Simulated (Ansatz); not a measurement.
Elastic constants of MnS at 25 GPa (stress–strain coefficients): input and output

All numbers below come from DFT PBEsol, scalar-relativistic, plane waves, PAW (Ansatz 0.2.0).

Launched with:
```bash
ansatz run input.yaml --threads 1 --pin off --max-ram 3072MiB --backend cpu --events-out ev --progress --plain --runs-dir out
```

Input (bare energies are in eV):
```yaml
crystal:
  lattice:
    - [0.0, 2.3560630952, 2.3560630952]
    - [2.3560630952, 0.0, 2.3560630952]
    - [2.3560630952, 2.3560630952, 0.0]
  atoms:
    - { symbol: Mn, position: [0.0, 0.0, 0.0] }
    - { symbol: S, position: [0.75, 0.75, 0.75] }
basis:
  ecutwfc: 420
kpoints:
  mp_grid: { grid: [16, 16, 16] }
hamiltonian:
  xc: pbesol
scf:
  occupations: { method: gaussian, width: 0.2 }
output:
  forces: true
  stress: true
  eigenvalues: true
elastic:
  mode: relaxed_ion
  amplitude: 0.005
```

From the output:
```
--- Elastic constants: 2 strain directions × 4 members + reference (group order 24) ---
  dense FFT box of the reference and of every strained cell: 24×24×24
  strains applied: 11, 23; error gains: componentwise 1.00 (the most a stress slope's error grows in a printed constant), spectral 1.73 (1 for all six strains in a standard setting)
  C = ∂σ_k/∂η_j (tension-positive GPa; Voigt order 11 22 33 23 13 12):
       221.781    271.415    271.415      0.000      0.000      0.000
       271.415    221.781    271.415      0.000      0.000     -0.000
       271.415    271.415    221.781      0.000     -0.000     -0.000
         0.000     -0.000     -0.000      0.287      0.000     -0.000
         0.000      0.000     -0.000     -0.000      0.287      0.000
         0.000     -0.000      0.000     -0.000      0.000      0.287
  reference stress σ⁰ (GPa):    -24.994    -24.994    -24.994      0.000     -0.000      0.000
  C* (energy form; C + prestress term) asymmetry max|C*_kj − C*_jk| = 5.684e-14 GPa — a small one proves nothing (zero by symmetry where the batch's group is 432, −43m or m−3m); a large one is finite-difference/SCF noise where every solve ...
  moduli (Voigt/Reuss/Hill, GPa): K = 254.87/254.87/254.87   G = -9.75/0.48/-4.64   E = -13.99   ν = 0.509
  mechanically stable: NO (min eigenvalue of sym C = -49.63 GPa)
  strain η (Voigt 11):  stress-route row diagonal C_11 = 221.78 GPa, energy-path curvature d²(F+E_count+ΔE)/dδ²/Ω₀ = 221.78 GPa
    cells at ±δ against ±2δ: C11 221.89 and 222.23 GPa, apart by 0.12 % of the column's largest entry
         δ    σ_11 (GPa) F (eV) n_scf n_hpsi n_pw
    -1.000e-2     -27.2489       -4754.0938724       8   97081    531   relax 0 steps, max|allowed force component| 1.12e-16 eV/Å
    -5.000e-3     -26.1113       -4754.1156492       4   78393    531   relax 0 steps, max|allowed force component| 1.11e-16 eV/Å
     5.000e-3     -23.8924       -4754.1564583       4   77907    532   relax 0 steps, max|allowed force component| 1.11e-16 eV/Å
     1.000e-2     -22.8044       -4754.1755173       6   84866    532   relax 0 steps, max|allowed force component| 1.11e-16 eV/Å
  strain η (Voigt 23):  stress-route row diagonal C_44 = 0.29 GPa, energy-path curvature d²(F+E_count+ΔE)/dδ²/Ω₀ = 12.80 GPa
    cells at ±δ against ±2δ: C44 0.21 and -0.01 GPa, apart by 78.88 % of the column's largest entry
         δ    σ_23 (GPa) F (eV) n_scf n_hpsi n_pw
    -1.000e-2       0.0001       -4754.1364039      10  165495    531   relax 4 steps, max|allowed force component| 4.52e-8 eV/Å
    -5.000e-3      -0.0011       -4754.1364804      10  165374    531   relax 3 steps, max|allowed force component| 2.33e-7 eV/Å
     5.000e-3       0.0011       -4754.1364804      10  165360    531   relax 3 steps, max|allowed force component| 2.99e-7 eV/Å
     1.000e-2      -0.0001       -4754.1364039      10  165465    531   relax 3 steps, max|allowed force component| 9.02e-8 eV/Å
```

Time: 6.9 min on 1 thread of Arm Neoverse V1, on a shared host, peak memory 0.58 GiB.

In a metal, frequencies and elastic constants depend on the k mesh and the smearing, soft modes and shear constants most. Spin polarisation was left out, and a magnetic state may lie lower. Other phases may be more stable at this pressure. The constants from two strain amplitudes disagree, so they are only loosely converged.

As the tensor has a negative eigenvalue, the Reuss and Hill moduli of a polycrystal, and E and ν formed from them, have no physical meaning here.

This zinc-blende form isn't the usual stable structure of the compound at low pressure.